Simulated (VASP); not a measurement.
# SnTe (F-43m) in VASP: a series of runs, part 2 of 2

VASP 6.6.1.

## 4. G0W0 quasiparticle levels, PBE

File POSCAR:

```
SnTe
1.0
    0.0000000000      3.6111460000      3.6111460000
    3.6111460000      0.0000000000      3.6111460000
    3.6111460000      3.6111460000      0.0000000000
Te Sn
1 1
Direct
    0.2500000000      0.2500000000      0.2500000000
    0.0000000000      0.0000000000      0.0000000000
```

File INCAR.step1:

```
PREC = Accurate
ENCUT = 450
EDIFF = 1E-8
ISMEAR = 0
SIGMA = 0.01
LREAL = F
LASPH = T
NELM = 100
ALGO = Fast
LWAVE = T
LCHARG = F
GGA = PE
```

File INCAR.step2:

```
PREC = Accurate
ENCUT = 450
EDIFF = 1E-8
ISMEAR = 0
SIGMA = 0.01
LREAL = F
LASPH = T
NELM = 1
ALGO = Exact
LWAVE = T
LCHARG = F
GGA = PE
NBANDS = 575
LOPTICS = T
ISTART = 1
```

File INCAR.step3:

```
PREC = Accurate
ENCUT = 450
EDIFF = 1E-8
ISMEAR = 0
SIGMA = 0.01
LREAL = F
LASPH = T
ALGO = EVGW0
LWAVE = F
LCHARG = F
GGA = PE
NELMGW = 1
NBANDS = 575
ENCUTGW = 100
NOMEGA = 48
PRECFOCK = Fast
ISTART = 1
NBANDSGW = 18
```

File KPOINTS:

```
regular mesh
0
Gamma
  2 2 2
```

Potentials or basis: VASP PAW PBE potentials, release 64 (Te_GW, Sn_d_GW).

The run is started by

```
$ cat potpaw_PBE.64/Te_GW/POTCAR potpaw_PBE.64/Sn_d_GW/POTCAR > POTCAR
$ cp INCAR.step1 INCAR
$ mpirun -np 1 vasp_std > vasp.out
$ cp INCAR.step2 INCAR
$ mpirun -np 1 vasp_std > vasp.out
$ cp INCAR.step3 INCAR
$ mpirun -np 1 vasp_std > vasp.out
```

OUTCAR:

```text
PREC = Accurate
   ENCUT = 450
   EDIFF = 1E-8
   ISMEAR = 0
   LREAL = F
   LASPH = T
   GGA = PE
   NELMGW = 1
   ENCUTGW = 100
   PRECFOCK = Fast
   ISTART = 1

 Found      3 irreducible k-points:

 Following reciprocal coordinates:
            Coordinates               Weight
  0.000000  0.000000  0.000000      1.000000
  0.500000  0.000000  0.000000      4.000000
  0.500000  0.500000  0.000000      3.000000
   k-points           NKPTS =      3   k-points in BZ     NKDIM =      8   number of bands    NBANDS=    575
   number of dos      NEDOS =    301   number of ions     NIONS =      2
   total plane-waves  NPLWV =  46656
   dimension x,y,z NGX =    36 NGY =   36 NGZ =   36
   dimension x,y,z NGXF=    72 NGYF=   72 NGZF=   72
   ions per type =               1   1
   NGX,Y,Z   is equivalent  to a cutoff of  11.72, 11.72, 11.72 a.u.
   NGXF,Y,Z  is equivalent  to a cutoff of  23.44, 23.44, 23.44 a.u.
 SYSTEM =  unknown system
   PREC   = accura    normal or accurate (medium, high low for compatibility)
   ISTART =      1    job   : 0-new  1-cont  2-samecut
   ICHARG =      0    charge: 1-file 2-atom 10-const
   ISPIN  =      1    spin polarized calculation?
   LNONCOLLINEAR =      F non collinear calculations
   LSORBIT =      F    spin-orbit coupling
   LASPH  =      T    aspherical Exc in radial PAW
   ENCUT  =  450.0 eV  33.07 Ry    5.75 a.u.   8.83  8.83  8.83*2*pi/ulx,y,z
   NELM   =     60;   NELMIN=  2; NELMDL=  0     # of ELM steps
   EDIFF  = 0.1E-07   stopping-criterion for ELM
   LREAL  =      F    real-space projection
   EDIFFG = 0.1E-06   stopping-criterion for IOM
   NSW    =      0    number of steps for IOM
   IBRION =     -1    ionic relax: 0-MD 1-quasi-New 2-CG
   NFREE  =      0    steps in history (QN), initial steepest desc. (CG)
   ISIF   =      0    stress and relaxation
   ISYM   =      3    0-nonsym 1-usesym 2-fastsym
   POTIM  = 0.5000    time-step for ionic-motion
   TEBEG  =    0.0;   TEEND  =   0.0 temperature during run
   PSTRESS=    0.0 pullay stress
   NELECT =      20.0000    total number of electrons
   NUPDOWN=      -1.0000    fix difference up-down
   EMIN   =  10.00;   EMAX   =-10.00  energy-range for DOS
   EFERMI =   0.00;   METHOD = LEGACY
   ISMEAR =     0;   SIGMA  =   0.01  broadening in eV -4-tet -1-fermi 0-gaus
   EFERMI_NEDOS =   21; number of points for ismear=-14 and -15
   IALGO  =     38    algorithm
   IMIX   =      4    mixing-type and parameters
     AMIX     =   0.40;   BMIX     =  1.00
     AMIX_MAG =   1.60;   BMIX_MAG =  1.00
  volume/ion in A,a.u.               =      47.09       317.78
  Fermi-wavevector in a.u.,A,eV,Ry     =   0.976704  1.845704 12.979296  0.953951
  Thomas-Fermi vector in A             =   2.107344
   LORBIT       =      0    0 simple, 1 ext, 2 COOP (PROOUT), +10 PAW based schemes
   GGA     = PE    functional components
   LHFCALC =     T    Hartree Fock is set to
   PRECFOCK=fast      Normal, Fast or Accurate (Low or Medium for compatibility)
   ENCUT4O =  -1.0   cutoff for four orbital integrals eV
   NKREDX  =     1    reduce k-point grid by
   NKREDY  =     1    reduce k-point grid by
   NKREDZ  =     1    reduce k-point grid by
   AEXX    =    1.0000 exact exchange contribution
   HFSCREEN=    0.0000 screening length (either q_TF or 0.3 A-1)
   HFSCREENC=   0.0000 screening length for correlation (either q_TF or 0.3 A-1)
   ENCUTFOCK=  -1.0 apply spherical cutoff to Coloumb kernel
   IVDW    =     0    specifies the selected vdW correction
   LEPSILON=     F    determine dielectric tensor
   LRPA    =     F    only Hartree local field effects (RPA)
   LRPAFORCE           =     F    calculate RPA forces
   ENCUTGW             = 100.0    cutoff for response function in eV
   ENCUTGWSOFT         =  80.0    soft cutoff for Coulomb kernel in GW response function in eV
   ENCUTLF             =  -1.0    cutoff for local field effects
   NELMGW              =     1    number of iterations in solving QP/BSE equation
   NELMHF              =     1    number of iterations in the inner HF iteration
   NKREDLFX            =     1    NKREDLFY  =   1   NKREDLFZ  =   1
 non-spin polarized calculation
 Gauss-broadening in eV      SIGMA  =   0.01
  energy-cutoff  :      450.00
  volume of cell :       94.18
 maximum number of plane-waves:      2085
 NGX is ok and might be reduce to    36
  NGX = 20; NGY = 20; NGZ = 20
   NGX = 17   NGY = 17   NGZ = 17
 maximum number of plane-waves:       222
 NGX is ok and might be reduce to    18

 QP shifts <psi_nk| G(iteration)W_0 |psi_nk>: iteration 1
 for sc-GW calculations column KS-energies equals QP-energies in previous step
 and V_xc(KS)=  KS-energies - (<T + V_ion + V_H > + <T+V_H+V_ion>^1  + <V_x>^1)

 k-point   1 :       0.0000    0.0000    0.0000
  band No.  KS-energies  QP-energies   sigma(KS)   V_xc(KS)     V^pw_x(r,r')   Z            occupation Imag(sigma)

      1     -19.3912     -21.6950     -21.1328     -17.5160     -27.0917       0.6370       2.0000       0.4040
      2     -19.3912     -21.6950     -21.1328     -17.5160     -27.0917       0.6370       2.0000       0.4040
      3     -19.3912     -21.6950     -21.1328     -17.5160     -27.0917       0.6370       2.0000       0.4040
      4     -19.3831     -21.6714     -21.1237     -17.5181     -27.0742       0.6347       2.0000       0.3919
      5     -19.3831     -21.6714     -21.1237     -17.5181     -27.0742       0.6347       2.0000       0.3919
      6      -9.0511      -9.2779     -11.1797     -10.7924     -17.0021       0.5856       2.0000       1.0539
[... 10 lines left out ...]
     17      10.0964       9.9120      -6.2715      -6.0194      -1.7165       0.7317       0.0000      -0.4141
     18      10.0964       9.9120      -6.2715      -6.0194      -1.7165       0.7317       0.0000      -0.4141

 k-point   2 :       0.5000    0.0000    0.0000
  band No.  KS-energies  QP-energies   sigma(KS)   V_xc(KS)     V^pw_x(r,r')   Z            occupation Imag(sigma)

      1     -19.3924     -21.6853     -21.1178     -17.5135     -27.0867       0.6362       2.0000       0.4075
      2     -19.3899     -21.7026     -21.1307     -17.5180     -27.0897       0.6402       2.0000       0.4020
      3     -19.3899     -21.7026     -21.1307     -17.5180     -27.0897       0.6402       2.0000       0.4020
      4     -19.3828     -21.7051     -21.1245     -17.5186     -27.0746       0.6440       2.0000       0.3910
      5     -19.3828     -21.7051     -21.1245     -17.5186     -27.0746       0.6440       2.0000       0.3910
      6      -8.5104      -8.7915     -11.5422     -11.0867     -16.9979       0.6172       2.0000       0.9568
[... 10 lines left out ...]
     17       9.3938       9.3876      -7.5531      -7.5447      -2.9196       0.7368       0.0000      -0.3516
     18      10.6741      10.7105      -7.8749      -7.9248      -3.0765       0.7284       0.0000      -0.3912

 k-point   3 :       0.5000    0.5000    0.0000
  band No.  KS-energies  QP-energies   sigma(KS)   V_xc(KS)     V^pw_x(r,r')   Z            occupation Imag(sigma)

      1     -19.3945     -21.6806     -21.1106     -17.5098     -27.0826       0.6349       2.0000       0.4131
      2     -19.3884     -21.7126     -21.1321     -17.5210     -27.0914       0.6436       2.0000       0.3988
      3     -19.3884     -21.7126     -21.1321     -17.5210     -27.0914       0.6436       2.0000       0.3988
      4     -19.3830     -21.6808     -21.1237     -17.5180     -27.0736       0.6373       2.0000       0.3911
      5     -19.3830     -21.6808     -21.1237     -17.5180     -27.0736       0.6373       2.0000       0.3911
      6      -8.2902      -8.5945     -11.7042     -11.2166     -17.0086       0.6242       2.0000       0.9278
[... 10 lines left out ...]
     17      10.7115      10.7277      -7.8671      -7.8897      -3.1825       0.7174       0.0000      -0.3163
     18      11.0314      11.0830      -7.8183      -7.8912      -2.9037       0.7066       0.0000      -0.3493
```

Wall time 2.4 min (1 thread of Intel Xeon 6975P-C (Granite Rapids), shared host); peak memory 0.69 GiB.

The run converged, but some of its settings lie outside the range that counts as converged, so its numbers aren't taken as properties of the crystal.

What came out:

* Band gap on the k mesh, mean-field level: 0.81 eV, direct
* Quasiparticle gap: 1.41 eV
* Least direct quasiparticle gap: 1.41 eV

Caveat: the k mesh is coarse (spacing up to 0.75 Å⁻¹), so the values aren't converged; bands, screening cutoff and mesh are small and nothing is extrapolated, so the quasiparticle values aren't converged; spin-orbit coupling is left out, which moves the levels of the heavy elements.

## 5. G0W0 quasiparticle levels, PBE

POSCAR is that of step 4.

INCAR.step1 is that of step 4.

INCAR.step2, as its differences from that of step 4:

```diff
@@ -12,3 +12,3 @@
 GGA = PE
-NBANDS = 575
+NBANDS = 386
 LOPTICS = T
```

INCAR.step3, as its differences from that of step 4:

```diff
@@ -12,4 +12,4 @@
 NELMGW = 1
-NBANDS = 575
-ENCUTGW = 100
+NBANDS = 386
+ENCUTGW = 260
 NOMEGA = 48
```

KPOINTS is that of step 4.

Potentials or basis: VASP PAW PBE potentials, release 64 (Te_GW, Sn_d_GW).

The run is started by

```
$ cat potpaw_PBE.64/Te_GW/POTCAR potpaw_PBE.64/Sn_d_GW/POTCAR > POTCAR
$ cp INCAR.step1 INCAR
$ mpirun -np 1 vasp_std > vasp.out
$ cp INCAR.step2 INCAR
$ mpirun -np 1 vasp_std > vasp.out
$ cp INCAR.step3 INCAR
$ mpirun -np 1 vasp_std > vasp.out
```

OUTCAR:

```text
PREC = Accurate
   ENCUT = 450
   EDIFF = 1E-8
   ISMEAR = 0
   LREAL = F
   LASPH = T
   GGA = PE
   NELMGW = 1
   ENCUTGW = 260
   PRECFOCK = Fast
   ISTART = 1

 Found      3 irreducible k-points:

 Following reciprocal coordinates:
            Coordinates               Weight
  0.000000  0.000000  0.000000      1.000000
  0.500000  0.000000  0.000000      4.000000
  0.500000  0.500000  0.000000      3.000000
   k-points           NKPTS =      3   k-points in BZ     NKDIM =      8   number of bands    NBANDS=    386
   number of dos      NEDOS =    301   number of ions     NIONS =      2
   total plane-waves  NPLWV =  46656
   dimension x,y,z NGX =    36 NGY =   36 NGZ =   36
   dimension x,y,z NGXF=    72 NGYF=   72 NGZF=   72
   ions per type =               1   1
   NGX,Y,Z   is equivalent  to a cutoff of  11.72, 11.72, 11.72 a.u.
   NGXF,Y,Z  is equivalent  to a cutoff of  23.44, 23.44, 23.44 a.u.
 SYSTEM =  unknown system
   PREC   = accura    normal or accurate (medium, high low for compatibility)
   ISTART =      1    job   : 0-new  1-cont  2-samecut
   ICHARG =      0    charge: 1-file 2-atom 10-const
   ISPIN  =      1    spin polarized calculation?
   LNONCOLLINEAR =      F non collinear calculations
   LSORBIT =      F    spin-orbit coupling
   LASPH  =      T    aspherical Exc in radial PAW
   ENCUT  =  450.0 eV  33.07 Ry    5.75 a.u.   8.83  8.83  8.83*2*pi/ulx,y,z
   NELM   =     60;   NELMIN=  2; NELMDL=  0     # of ELM steps
   EDIFF  = 0.1E-07   stopping-criterion for ELM
   LREAL  =      F    real-space projection
   EDIFFG = 0.1E-06   stopping-criterion for IOM
   NSW    =      0    number of steps for IOM
   IBRION =     -1    ionic relax: 0-MD 1-quasi-New 2-CG
   NFREE  =      0    steps in history (QN), initial steepest desc. (CG)
   ISIF   =      0    stress and relaxation
   ISYM   =      3    0-nonsym 1-usesym 2-fastsym
   POTIM  = 0.5000    time-step for ionic-motion
   TEBEG  =    0.0;   TEEND  =   0.0 temperature during run
   PSTRESS=    0.0 pullay stress
   NELECT =      20.0000    total number of electrons
   NUPDOWN=      -1.0000    fix difference up-down
   EMIN   =  10.00;   EMAX   =-10.00  energy-range for DOS
   EFERMI =   0.00;   METHOD = LEGACY
   ISMEAR =     0;   SIGMA  =   0.01  broadening in eV -4-tet -1-fermi 0-gaus
   EFERMI_NEDOS =   21; number of points for ismear=-14 and -15
   IALGO  =     38    algorithm
   IMIX   =      4    mixing-type and parameters
     AMIX     =   0.40;   BMIX     =  1.00
     AMIX_MAG =   1.60;   BMIX_MAG =  1.00
  volume/ion in A,a.u.               =      47.09       317.78
  Fermi-wavevector in a.u.,A,eV,Ry     =   0.976704  1.845704 12.979296  0.953951
  Thomas-Fermi vector in A             =   2.107344
   LORBIT       =      0    0 simple, 1 ext, 2 COOP (PROOUT), +10 PAW based schemes
   GGA     = PE    functional components
   LHFCALC =     T    Hartree Fock is set to
   PRECFOCK=fast      Normal, Fast or Accurate (Low or Medium for compatibility)
   ENCUT4O =  -1.0   cutoff for four orbital integrals eV
   NKREDX  =     1    reduce k-point grid by
   NKREDY  =     1    reduce k-point grid by
   NKREDZ  =     1    reduce k-point grid by
   AEXX    =    1.0000 exact exchange contribution
   HFSCREEN=    0.0000 screening length (either q_TF or 0.3 A-1)
   HFSCREENC=   0.0000 screening length for correlation (either q_TF or 0.3 A-1)
   ENCUTFOCK=  -1.0 apply spherical cutoff to Coloumb kernel
   IVDW    =     0    specifies the selected vdW correction
   LEPSILON=     F    determine dielectric tensor
   LRPA    =     F    only Hartree local field effects (RPA)
   LRPAFORCE           =     F    calculate RPA forces
   ENCUTGW             = 260.0    cutoff for response function in eV
   ENCUTGWSOFT         = 208.0    soft cutoff for Coulomb kernel in GW response function in eV
   ENCUTLF             =  -1.0    cutoff for local field effects
   NELMGW              =     1    number of iterations in solving QP/BSE equation
   NELMHF              =     1    number of iterations in the inner HF iteration
   NKREDLFX            =     1    NKREDLFY  =   1   NKREDLFZ  =   1
 non-spin polarized calculation
 Gauss-broadening in eV      SIGMA  =   0.01
  energy-cutoff  :      450.00
  volume of cell :       94.18
 maximum number of plane-waves:      2085
 NGX is ok and might be reduce to    36
  NGX = 20; NGY = 20; NGZ = 20
   NGX = 17   NGY = 17   NGZ = 17
 maximum number of plane-waves:       934

 QP shifts <psi_nk| G(iteration)W_0 |psi_nk>: iteration 1
 for sc-GW calculations column KS-energies equals QP-energies in previous step
 and V_xc(KS)=  KS-energies - (<T + V_ion + V_H > + <T+V_H+V_ion>^1  + <V_x>^1)

 k-point   1 :       0.0000    0.0000    0.0000
  band No.  KS-energies  QP-energies   sigma(KS)   V_xc(KS)     V^pw_x(r,r')   Z            occupation Imag(sigma)

      1     -19.3912     -22.0408     -21.6596     -17.5160     -27.0917       0.6395       2.0000       0.1764
      2     -19.3912     -22.0408     -21.6596     -17.5160     -27.0917       0.6395       2.0000       0.1764
      3     -19.3912     -22.0408     -21.6596     -17.5160     -27.0917       0.6395       2.0000       0.1764
      4     -19.3831     -22.0150     -21.6532     -17.5181     -27.0742       0.6365       2.0000       0.1579
      5     -19.3831     -22.0150     -21.6532     -17.5181     -27.0742       0.6365       2.0000       0.1579
      6      -9.0511      -9.4113     -11.4084     -10.7924     -17.0021       0.5847       2.0000       0.7698
[... 10 lines left out ...]
     17      10.0964       9.9089      -6.2757      -6.0194      -1.7165       0.7319       0.0000      -0.4242
     18      10.0964       9.9089      -6.2757      -6.0194      -1.7165       0.7319       0.0000      -0.4242

 k-point   2 :       0.5000    0.0000    0.0000
  band No.  KS-energies  QP-energies   sigma(KS)   V_xc(KS)     V^pw_x(r,r')   Z            occupation Imag(sigma)

      1     -19.3924     -22.0308     -21.6453     -17.5135     -27.0867       0.6386       2.0000       0.1795
      2     -19.3899     -22.0506     -21.6579     -17.5180     -27.0897       0.6427       2.0000       0.1742
      3     -19.3899     -22.0506     -21.6579     -17.5180     -27.0897       0.6427       2.0000       0.1742
      4     -19.3828     -22.0530     -21.6536     -17.5186     -27.0746       0.6458       2.0000       0.1571
      5     -19.3828     -22.0530     -21.6536     -17.5186     -27.0746       0.6458       2.0000       0.1571
      6      -8.5104      -8.9526     -11.8055     -11.0867     -16.9979       0.6153       2.0000       0.6622
[... 10 lines left out ...]
     17       9.3938       9.3637      -7.5857      -7.5447      -2.9196       0.7357       0.0000      -0.3716
     18      10.6741      10.6855      -7.9092      -7.9248      -3.0765       0.7279       0.0000      -0.4076

 k-point   3 :       0.5000    0.5000    0.0000
  band No.  KS-energies  QP-energies   sigma(KS)   V_xc(KS)     V^pw_x(r,r')   Z            occupation Imag(sigma)

      1     -19.3945     -22.0250     -21.6382     -17.5098     -27.0826       0.6372       2.0000       0.1846
      2     -19.3884     -22.0610     -21.6596     -17.5210     -27.0914       0.6458       2.0000       0.1718
      3     -19.3884     -22.0610     -21.6596     -17.5210     -27.0914       0.6458       2.0000       0.1718
      4     -19.3830     -22.0263     -21.6528     -17.5180     -27.0736       0.6393       2.0000       0.1574
      5     -19.3830     -22.0263     -21.6528     -17.5180     -27.0736       0.6393       2.0000       0.1574
      6      -8.2902      -8.7670     -11.9812     -11.2166     -17.0086       0.6237       2.0000       0.6253
[... 10 lines left out ...]
     17      10.7115      10.6998      -7.9060      -7.8897      -3.1825       0.7167       0.0000      -0.3349
     18      11.0314      11.0643      -7.8444      -7.8912      -2.9037       0.7012       0.0000      -0.3740
```

Wall time 3.8 min (1 thread of Intel Xeon 6975P-C (Granite Rapids), shared host); peak memory 1.6 GiB.

These settings aren't checked as converged: the numbers below hold their error.

Results:

```yaml
Band_gap_on_the_k_mesh_mean-field_level: 0.81 eV, direct
Quasiparticle_gap: 1.46 eV
Least_direct_quasiparticle_gap: 1.46 eV
```

Caveat: the k mesh is coarse (spacing up to 0.75 Å⁻¹), so the values aren't converged; bands, screening cutoff and mesh are small and nothing is extrapolated, so the quasiparticle values aren't converged; spin-orbit coupling is left out, which moves the levels of the heavy elements.
